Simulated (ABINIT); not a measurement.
Crystal: Te.

```
CELL_PARAMETERS angstrom
4.45400 0.00000 0.00000
-2.22700 3.85728 0.00000
0.00000 0.00000 5.92400
ATOMIC_POSITIONS crystal
Te 0.73100 0.73100 0.00000
Te 0.00000 0.26900 0.66667
Te 0.26900 0.00000 0.33333
```

Base run:

| Property | Result |
| --- | --- |
| Program | ABINIT 10.8.3 (patched build) |
| Functional | RPBE |
| Potentials or basis | JTH PAW PBE v2.0 |
| Cutoff | 408 eV |
| k mesh | 7 × 7 × 5 |
| Occupations | fermi-dirac, width 0.05 eV |
| Spin | no spin polarisation |

Its results: pressure 2.7 GPa; largest force 0.214 eV/Å.

Problem. The run is repeated on the same cell with these changes: functional from RPBE to rPW86PBE. What comes out?

Solution. Pressure 4.6 GPa; largest force 0.350 eV/Å.

Caveats: the PAW data sets were made with another functional, which shifts forces and pressure a little.
